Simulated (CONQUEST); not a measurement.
## P under changes of volume

One of the cells (20.458 Å³/atom); the others are scaled copies at fixed shape and fractional positions:

```
P
1.0
     3.29549    0.00000    0.00000
     0.00000    4.54364    0.00000
     0.00000    0.00000   10.93008
P
8
Direct
  0.00000 0.58882 0.90414
  0.50000 0.58882 0.40414
  0.00000 0.41118 0.09586
  0.50000 0.41118 0.59586
  0.00000 0.08882 0.59586
  0.50000 0.08882 0.09586
  0.00000 0.91118 0.40414
  0.50000 0.91118 0.90414
```

| Property | Result |
| --- | --- |
| Program | CONQUEST 1.3 |
| Functional | PBEsol |
| Potentials or basis | PseudoDojo NC PBEsol, DZP, grid of 32 × 48 × 108 points |
| k mesh | 8 × 6 × 3 |
| Occupations | fermi-dirac, width 0.05 eV |
| Spin | no spin polarisation |

```csv
volume (Å³/atom),energy over the lowest point (meV/atom),pressure (GPa),largest force (eV/Å)
19.230,26.86,6.3,1.107
19.639,13.31,4.3,0.896
20.049,4.65,2.5,0.704
20.458,0.33,0.9,0.527
20.867,0.00,-0.6,0.365
21.276,3.34,-2.0,0.235
21.685,?,?,?
```

What does the run at 21.685 Å³/atom give?

Energy over the lowest point 9.98 meV/atom; pressure -3.2 GPa; largest force 0.173 eV/Å.

Worked out: A Birch-Murnaghan fit of order 3 (a polynomial in V^(-2/3)) to the other rows has its minimum at 20.69 Å³/atom with B0 = V·E''(V) = 75 GPa and B' = 3.8 at fixed shape and positions, which overstates the stiffness. It gives 9.95 meV/atom at 21.685 Å³/atom, against the run's 9.98, and -dE/dV = -3.2 GPa, against -3.2.

Energies are extrapolated to zero smearing.

Caveats: this functional lacks dispersion, which binds the layers, so the pressure and a relaxed spacing across them are unreliable; the basis of atomic orbitals isn't converged, which shifts pressures, moduli and gaps; forces of over 1 eV/Å show positions far from the minimum, so gaps and moduli don't describe the material at rest (some runs).
